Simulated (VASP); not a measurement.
# PbSe (Clausthalite) (Fm-3m) in VASP: notebook

The runs below take PbSe (Clausthalite) through single point, with RPBE, revPBE+D3(BJ), BLYP+D4.

Everything below comes from runs of VASP 6.6.1. Logs are shortened: lines on timing, memory, paths and dates and some standing lists are left out, and cuts for length are marked.

**What was measured.**

From a printed reference work, monograph, for a bulk crystal of PbSe at 4.2 K: band gap 0.15 eV (direct).

The results are compared with them further down.

**1. The cell of the first run**

It takes space group Fm-3m (No. 225, cubic). The conventional cell has a = 6.039 Å, b = 6.039 Å, c = 6.039 Å, α = 90.00°, β = 90.00°, γ = 90.00°. Pb (site symmetry m-3m) has 6 Se at 3.02 Å within 4.0 Å. Se (site symmetry m-3m) has 6 Pb at 3.02 Å within 4.0 Å.

**2. Single point, RPBE**

INCAR

```
SYSTEM = PbSe
ALGO     = Normal         ! electronic algorithm
EDIFF    = 1E-6           ! SCF threshold, eV
ENCUT    = 520            ! plane-wave cutoff, eV
GGA      = RP             ! functional
ISIF     = 2              ! what is computed and relaxed
ISMEAR   = -1             ! smearing method
LASPH    = .TRUE.         ! aspherical terms in the spheres
LCHARG   = .TRUE.         ! write CHGCAR
LELF     = .TRUE.         ! ELF
LREAL    = .FALSE.        ! projectors in reciprocal space
LVHAR    = .TRUE.       
LWAVE    = .FALSE.        ! write WAVECAR
NBANDS   = 17             ! bands
NELM     = 60             ! most SCF steps
PREC     = Accurate       ! precision mode
SIGMA    = 0.05           ! smearing width, eV
```

KPOINTS

```
k-points
0
G
  8 8 8
  0 0 0
```

POSCAR

```
PbSe
1.0
    0.0000000000      3.0192847941      3.0192847941
    3.0192847941      0.0000000000      3.0192847941
    3.0192847941      3.0192847941      0.0000000000
Pb Se
1 1
Direct
    0.0000000000      0.0000000000      0.0000000000
    0.5000000000      0.5000000000      0.5000000000
```

Potentials or basis: VASP PAW PBE potentials, release 64 (Pb_d, Se).

The run is started by

```sh
> cat potpaw_PBE.64/Pb_d/POTCAR potpaw_PBE.64/Se/POTCAR > POTCAR
> mpirun -np 1 vasp_std > vasp.out
```

OUTCAR:

```text
SYSTEM = PbSe
   EDIFF = 1E-6
   ENCUT = 520
   GGA = RP
   ISIF = 2
   ISMEAR = -1
   LASPH = .TRUE.
   LREAL = .FALSE.
   NELM = 60
   PREC = Accurate

 ion  position               nearest neighbor table
   1  0.000  0.000  0.000-   2 3.02   2 3.02   2 3.02   2 3.02   2 3.02   2 3.02
   2  0.500  0.500  0.500-   1 3.02   1 3.02   1 3.02   1 3.02   1 3.02   1 3.02

  LATTYP: Found a face centered cubic cell.
 ALAT       =     6.0385695882

  Lattice vectors:

 A1 = (   0.0000000000,   3.0192847941,   3.0192847941)
 A2 = (   3.0192847941,   0.0000000000,   3.0192847941)
 A3 = (   3.0192847941,   3.0192847941,   0.0000000000)

Analysis of symmetry for initial positions (statically):
=====================================================================
 Subroutine PRICEL returns:
 Original cell was already a primitive cell.

 Routine SETGRP: Setting up the symmetry group for a
 face centered cubic supercell.

 Subroutine GETGRP returns: Found 48 space group operations
 (whereof 48 operations were pure point group operations)
 out of a pool of 48 trial point group operations.

The static configuration has the point symmetry O_h .

Analysis of symmetry for dynamics (positions and initial velocities):
=====================================================================
 Subroutine PRICEL returns:
 Original cell was already a primitive cell.

 Routine SETGRP: Setting up the symmetry group for a
 face centered cubic supercell.

 Subroutine GETGRP returns: Found 48 space group operations
 (whereof 48 operations were pure point group operations)
 out of a pool of 48 trial point group operations.

The dynamic configuration has the point symmetry O_h .

 Subroutine INISYM returns: Found 48 space group operations
 (whereof 48 operations are pure point group operations),
 and found     1 'primitive' translations

----------------------------------------------------------------------------------------

                                     Primitive cell

  volume of cell :      55.0481

  direct lattice vectors                    reciprocal lattice vectors
     0.000000000  3.019284794  3.019284794    -0.165602132  0.165602132  0.165602132
     3.019284794  0.000000000  3.019284794     0.165602132 -0.165602132  0.165602132
     3.019284794  3.019284794  0.000000000     0.165602132  0.165602132 -0.165602132

  length of vectors
     4.269913504  4.269913504  4.269913504     0.286831307  0.286831307  0.286831307

  position of ions in fractional coordinates (direct lattice)
     0.000000000  0.000000000  0.000000000
     0.500000000  0.500000000  0.500000000

  ion indices of the primitive-cell ions
   primitive index   ion index
                 1           1
                 2           2

----------------------------------------------------------------------------------------

 KPOINTS: k-points

Automatic generation of k-mesh.
 Grid dimensions read from file:
 generate k-points for:    8    8    8

 Generating k-lattice:

  Cartesian coordinates                     Fractional coordinates (reciprocal lattice)
    -0.020700267  0.020700267  0.020700267     0.125000000  0.000000000  0.000000000
     0.020700267 -0.020700267  0.020700267     0.000000000  0.125000000  0.000000000
     0.020700267  0.020700267 -0.020700267     0.000000000  0.000000000  0.125000000

  Length of vectors
     0.035853913  0.035853913  0.035853913

  Shift w.r.t. Gamma in fractional coordinates (k-lattice)
     0.000000000  0.000000000  0.000000000

 Subroutine IBZKPT returns following result:
 ===========================================

 Found     29 irreducible k-points:

 Following reciprocal coordinates:
            Coordinates               Weight
  0.000000  0.000000  0.000000      1.000000
  0.125000  0.000000  0.000000      8.000000
  0.250000  0.000000  0.000000      8.000000
  0.375000  0.000000  0.000000      8.000000
  0.500000  0.000000  0.000000      4.000000
  0.125000  0.125000  0.000000      6.000000
[... 16 lines left out ...]
  0.500000  0.250000  0.125000     48.000000
 -0.375000  0.250000  0.125000     24.000000
 [... further k-points ...]
   k-points           NKPTS =     29   k-points in BZ     NKDIM =     29   number of bands    NBANDS=     17
   number of dos      NEDOS =    301   number of ions     NIONS =      2
   total plane-waves  NPLWV =  32768
   dimension x,y,z NGX =    32 NGY =   32 NGZ =   32
   dimension x,y,z NGXF=    64 NGYF=   64 NGZF=   64
   ions per type =               1   1
   NGX,Y,Z   is equivalent  to a cutoff of  12.46, 12.46, 12.46 a.u.
   NGXF,Y,Z  is equivalent  to a cutoff of  24.92, 24.92, 24.92 a.u.
 SYSTEM =  PbSe
   PREC   = accura    normal or accurate (medium, high low for compatibility)
   ISTART =      0    job   : 0-new  1-cont  2-samecut
   ICHARG =      2    charge: 1-file 2-atom 10-const
   ISPIN  =      1    spin polarized calculation?
   LNONCOLLINEAR =      F non collinear calculations
   LSORBIT =      F    spin-orbit coupling
   LASPH  =      T    aspherical Exc in radial PAW
   ENCUT  =  520.0 eV  38.22 Ry    6.18 a.u.   7.94  7.94  7.94*2*pi/ulx,y,z
   NELM   =     60;   NELMIN=  2; NELMDL= -5     # of ELM steps
   EDIFF  = 0.1E-05   stopping-criterion for ELM
   LREAL  =      F    real-space projection
   EDIFFG = 0.1E-04   stopping-criterion for IOM
   NSW    =      0    number of steps for IOM
   IBRION =     -1    ionic relax: 0-MD 1-quasi-New 2-CG
   NFREE  =      0    steps in history (QN), initial steepest desc. (CG)
   ISIF   =      2    stress and relaxation
   ISYM   =      2    0-nonsym 1-usesym 2-fastsym
   POTIM  = 0.5000    time-step for ionic-motion
   TEBEG  =    0.0;   TEEND  =   0.0 temperature during run
   PSTRESS=    0.0 pullay stress
   NELECT =      20.0000    total number of electrons
   NUPDOWN=      -1.0000    fix difference up-down
   EMIN   =  10.00;   EMAX   =-10.00  energy-range for DOS
   EFERMI =   0.00;   METHOD = LEGACY
   ISMEAR =    -1;   SIGMA  =   0.05  broadening in eV -4-tet -1-fermi 0-gaus
   EFERMI_NEDOS =   21; number of points for ismear=-14 and -15
   IALGO  =     38    algorithm
   IMIX   =      4    mixing-type and parameters
     AMIX     =   0.40;   BMIX     =  1.00
     AMIX_MAG =   1.60;   BMIX_MAG =  1.00
  volume/ion in A,a.u.               =      27.52       185.74
  Fermi-wavevector in a.u.,A,eV,Ry     =   1.168165  2.207511 18.566630  1.364609
  Thomas-Fermi vector in A             =   2.304655
   LORBIT       =      0    0 simple, 1 ext, 2 COOP (PROOUT), +10 PAW based schemes
   GGA     = RP    functional components
   LHFCALC =     F    Hartree Fock is set to
   AEXX    =    0.0000 exact exchange contribution
   IVDW    =     0    specifies the selected vdW correction
   LEPSILON=     F    determine dielectric tensor
   LRPA    =     F    only Hartree local field effects (RPA)
 non-spin polarized calculation
  energy-cutoff  :      520.00
  volume of cell :       55.05
 maximum number of plane-waves:      1524
   NGX = 15   NGY = 15   NGZ = 15

 number of electron      20.0000005 magnetization

 Free energy of the ion-electron system (eV)
  ---------------------------------------------------
  ext. energy  EPLUGINS =         0.00000000
  ---------------------------------------------------
  free energy    TOTEN  =        -7.38444990 eV

  energy without entropy =       -7.38396514  energy(sigma->0) =       -7.38420752

 E-fermi :   5.8669     XC(G=0):  -9.5782

 val. band max:        5.7531483846   @ k =   0.5000   0.0000   0.0000
 cond. band min:       5.9805754476   @ k =   0.5000   0.0000   0.0000
 fundamental gap:      0.2274270630
 Fermi energy:         5.8668695200

 k-point     1 :       0.0000    0.0000    0.0000
  band No.  band energies     occupation
      1     -11.2719      2.00000
      2     -11.2719      2.00000
      3     -11.2719      2.00000
      4     -11.2658      2.00000
      5     -11.2658      2.00000
      6      -8.2214      2.00000
[... 9 lines left out ...]
     16      12.1625      0.00000
     17      13.8855      0.00000

 k-point     2 :       0.1250    0.0000    0.0000
  band No.  band energies     occupation
      1     -11.2719      2.00000
      2     -11.2719      2.00000
      3     -11.2712      2.00000
      4     -11.2645      2.00000
      5     -11.2645      2.00000
      6      -8.0943      2.00000
[... 9 lines left out ...]
     16      12.5203      0.00000
     17      15.1048      0.00000

 k-point     3 :       0.2500    0.0000    0.0000
  band No.  band energies     occupation
      1     -11.2816      2.00000
      2     -11.2816      2.00000
      3     -11.2701      2.00000
      4     -11.2517      2.00000
      5     -11.2517      2.00000
      6      -7.7431      2.00000
[... 9 lines left out ...]
     16      13.4011      0.00000
     17      17.1866      0.00000

 k-point     4 :       0.3750    0.0000    0.0000
  band No.  band energies     occupation
      1     -11.2919      2.00000
      2     -11.2919      2.00000
      3     -11.2693      2.00000
      4     -11.2383      2.00000
      5     -11.2383      2.00000
      6      -7.2935      2.00000
[... 9 lines left out ...]
     16      14.7124      0.00000
     17      17.4461      0.00000

 k-point     5 :       0.5000    0.0000    0.0000
  band No.  band energies     occupation
      1     -11.2961      2.00000
      2     -11.2961      2.00000
      3     -11.2692      2.00000
      4     -11.2327      2.00000
      5     -11.2327      2.00000
      6      -7.0560      2.00000
[... 9 lines left out ...]
     16      15.8291      0.00000
     17      16.0290      0.00000

 k-point     6 :       0.1250    0.1250    0.0000
  band No.  band energies     occupation
      1     -11.2782      2.00000
      2     -11.2749      2.00000
      3     -11.2647      2.00000
      4     -11.2647      2.00000
      5     -11.2626      2.00000
      6      -8.0494      2.00000
[... 9 lines left out ...]
     16      13.2238      0.00000
     17      14.7439      0.00000

 k-point     7 :       0.2500    0.1250    0.0000
  band No.  band energies     occupation
      1     -11.2940      2.00000
      2     -11.2750      2.00000
      3     -11.2690      2.00000
      4     -11.2564      2.00000
      5     -11.2496      2.00000
      6      -7.7666      2.00000
[... 9 lines left out ...]
     16      14.1130      0.00000
     17      16.0514      0.00000

 k-point     8 :       0.3750    0.1250    0.0000
  band No.  band energies     occupation
      1     -11.3077      2.00000
      2     -11.2790      2.00000
      3     -11.2705      2.00000
      4     -11.2476      2.00000
      5     -11.2363      2.00000
      6      -7.3366      2.00000
[... 9 lines left out ...]
     16      15.3135      0.00000
     17      17.2984      0.00000
[... 203 lines left out ...]
      1     -11.4020      2.00000
      2     -11.2871      2.00000
      3     -11.2503      2.00000
      4     -11.2262      2.00000
      5     -11.2235      2.00000
      6      -6.6954      2.00000
[... 9 lines left out ...]
     16      17.2406      0.00000
     17      17.5060      0.00000

 k-point    20 :      -0.3750    0.3750    0.0000
  band No.  band energies     occupation
      1     -11.3812      2.00000
      2     -11.2745      2.00000
      3     -11.2616      2.00000
      4     -11.2348      2.00000
      5     -11.2273      2.00000
      6      -6.6398      2.00000
[... 9 lines left out ...]
     16      16.1920      0.00000
     17      18.1297      0.00000

 k-point    21 :       0.5000    0.5000    0.0000
  band No.  band energies     occupation
      1     -11.4213      2.00000
      2     -11.2929      2.00000
      3     -11.2439      2.00000
      4     -11.2203      2.00000
      5     -11.2203      2.00000
      6      -6.6236      2.00000
[... 9 lines left out ...]
     16      17.7423      0.00000
     17      18.3554      0.00000

 k-point    22 :       0.3750    0.2500    0.1250
  band No.  band energies     occupation
      1     -11.3144      2.00000
      2     -11.2748      2.00000
      3     -11.2704      2.00000
      4     -11.2475      2.00000
      5     -11.2420      2.00000
      6      -7.4362      2.00000
[... 9 lines left out ...]
     16      15.3590      0.00000
     17      15.7787      0.00000

 k-point    23 :       0.5000    0.2500    0.1250
  band No.  band energies     occupation
      1     -11.3298      2.00000
      2     -11.2776      2.00000
      3     -11.2672      2.00000
      4     -11.2440      2.00000
      5     -11.2348      2.00000
      6      -7.0341      2.00000
[... 9 lines left out ...]
     16      15.7447      0.00000
     17      16.8979      0.00000

 k-point    24 :      -0.3750    0.2500    0.1250
  band No.  band energies     occupation
      1     -11.3353      2.00000
      2     -11.2813      2.00000
      3     -11.2597      2.00000
      4     -11.2482      2.00000
      5     -11.2306      2.00000
      6      -6.8338      2.00000
[... 9 lines left out ...]
     16      16.5806      0.00000
     17      16.7568      0.00000

 [... further k-points ...]

------------------------ aborting loop because EDIFF is reached ----------------------------------------

  FORCE on cell =-STRESS in cart. coord.  units (eV):
  Direction    XX          YY          ZZ          XY          YZ          ZX
  --------------------------------------------------------------------------------------
  -------------------------------------------------------------------------------------
  Total        2.3453881      2.3453881      2.3453881     -0.0000000      0.0000000     -0.0000000
  in kB       68.2626387     68.2626387     68.2626387     -0.0000000      0.0000000     -0.0000000
  external PRESSURE =      68.2626387 kB  Pullay stress =       0.0000000 kB

 VOLUME and BASIS-vectors are now :
 -----------------------------------------------------------------------------
  energy-cutoff  :      520.00
  volume of cell :       55.05
      direct lattice vectors                 reciprocal lattice vectors
     0.000000000  3.019284794  3.019284794    -0.165602132  0.165602132  0.165602132
     3.019284794  0.000000000  3.019284794     0.165602132 -0.165602132  0.165602132
     3.019284794  3.019284794  0.000000000     0.165602132  0.165602132 -0.165602132

 POSITION                                       TOTAL-FORCE (eV/Angst)
 -----------------------------------------------------------------------------------
      0.00000      0.00000      0.00000        -0.000000      0.000000      0.000000
      3.01928      3.01928      3.01928         0.000000     -0.000000     -0.000000
 -----------------------------------------------------------------------------------
    total drift:                                0.000000     -0.000000     -0.000000

  FREE ENERGIE OF THE ION-ELECTRON SYSTEM (eV)
  ---------------------------------------------------
  free  energy   TOTEN  =        -7.3844499048 eV

  energy  without entropy=       -7.3839651388  energy(sigma->0) =       -7.38420752
```

It took 18 s on 1 thread of Intel Xeon Platinum 8259CL at 2.50GHz (Skylake/Cascade Lake), shared host; peak memory 0.19 GiB.

What came out:

```yaml
Free_energy: -7.3844 eV
Pressure: 6.8 GPa
Band_gap_on_the_k_mesh: 0.23 eV, direct
```

Caveat: the PAW data sets were made with another functional, which shifts forces and pressure a little; spin-orbit coupling is left out, which moves the levels of the heavy elements.

**3. Single point, RPBE**

This run uses another cell than the first one, of 28.10 Å³/atom, 1.021 times its volume.

INCAR

```
SYSTEM = PbSe
  PREC = Accurate
  ENCUT = 520
  EDIFF = 1E-6
  ISMEAR = -1
  SIGMA = 0.05
  LREAL = .FALSE.
  LASPH = .TRUE.
  NELM = 80
  ALGO = Normal
  ISIF = 2
  LWAVE = .FALSE.
  LCHARG = .FALSE.
  GGA = RP
  NBANDS = 17
```

KPOINTS

```
Automatic mesh
0
G
  8 8 8
  0 0 0
```

POSCAR

```
PbSe
1.0
    0.0000000000      3.0401081059      3.0401081059
    3.0401081059      0.0000000000      3.0401081059
    3.0401081059      3.0401081059      0.0000000000
Pb Se
1 1
Direct
    0.0000000000      0.0000000000      0.0000000000
    0.5000000000      0.5000000000      0.5000000000
```

Potentials or basis: VASP PAW PBE potentials, release 64 (Pb_d, Se).

The run is started by

```sh
> cat potpaw_PBE.64/Pb_d/POTCAR potpaw_PBE.64/Se/POTCAR > POTCAR
> mpirun -np 1 vasp_std > vasp.out
```

Wall time 17 s (1 thread of Intel Xeon Platinum 8259CL at 2.50GHz (Skylake/Cascade Lake), shared host); peak memory 0.18 GiB.

It converged, with:

* Free energy: -7.4287 eV
* Pressure: 5.4 GPa
* Band gap on the k mesh: 0.30 eV, direct

Levels at points of the mesh, in eV from the valence-band top:
| k point | band 7 | band 8 | band 9 | band 10 | band 11 | band 12 | band 13 | band 14 |
| --- | --- | --- | --- | --- | --- | --- | --- | --- |
| (0.00, 0.00, 0.00) | -6.25 | -2.01 | -2.01 | -2.01 | 4.78 | 4.78 | 4.78 | 6.48 |
| (0.50, 0.00, 0.00) | -8.92 | -1.59 | -1.59 | 0.00 | 0.30 | 1.67 | 1.67 | 8.67 |
| (0.50, 0.50, 0.00) | -7.41 | -5.15 | -3.38 | -3.38 | 3.66 | 5.71 | 5.71 | 6.17 |

Caveat: the PAW data sets were made with another functional, which shifts forces and pressure a little; spin-orbit coupling is left out, which moves the levels of the heavy elements.

**4. Single point, revPBE+D3(BJ)**

INCAR

```
SYSTEM = PbSe
PREC     = Accurate       ! precision mode
ENCUT    = 520            ! plane-wave cutoff, eV
EDIFF    = 1E-6           ! SCF threshold, eV
ISMEAR   = -1             ! smearing method
SIGMA    = 0.05           ! smearing width, eV
LREAL    = .False.        ! projectors in reciprocal space
LASPH    = .True.         ! aspherical terms in the spheres
NELM     = 60             ! most SCF steps
ALGO     = Normal         ! electronic algorithm
ISIF     = 2              ! what is computed and relaxed
LWAVE    = .False.        ! write WAVECAR
LCHARG   = .False.        ! write CHGCAR
GGA      = RE             ! functional
IVDW     = 12             ! dispersion correction
NBANDS   = 17             ! bands
```

KPOINTS

```
regular mesh
0
Gamma
  8 8 8
  0 0 0
```

POSCAR

```
PbSe
1.0
    0.0000000000      3.0192847941      3.0192847941
    3.0192847941      0.0000000000      3.0192847941
    3.0192847941      3.0192847941      0.0000000000
Pb Se
1 1
Direct
    0.0000000000      0.0000000000      0.0000000000
    0.5000000000      0.5000000000      0.5000000000
```

The run is started by

```sh
> cat potpaw_PBE.64/Pb_d/POTCAR potpaw_PBE.64/Se/POTCAR > POTCAR
> mpirun -np 1 vasp_std > vasp.out
```

Run time: 18 s. Hardware: 1 thread of Intel Xeon Platinum 8259CL at 2.50GHz (Skylake/Cascade Lake), shared host; peak memory 0.19 GiB.

The run converged. Its results:

```
Free energy                : -8.9161 eV
Pressure                   : 2.0 GPa
Band gap on the k mesh     : 0.20 eV, direct
Dispersion energy per atom : -0.714 eV
```

Levels at points of the mesh, in eV from the valence-band top:
```tsv
k point	band 6	band 7	band 8	band 9	band 10	band 11	band 12	band 13	band 14	band 15
(0.00, 0.00, 0.00)	-13.98	-6.24	-2.12	-2.12	-2.12	4.79	4.79	4.79	6.40	6.40
(0.50, 0.00, 0.00)	-12.81	-9.07	-1.68	-1.68	0.00	0.20	1.59	1.59	8.64	10.08
(0.50, 0.50, 0.00)	-12.38	-7.48	-5.36	-3.54	-3.54	3.52	5.76	5.76	6.22	11.32
```

Caveat: the PAW data sets were made with another functional, which shifts forces and pressure a little; spin-orbit coupling is left out, which moves the levels of the heavy elements.

(Continued in part 2 of 2.)
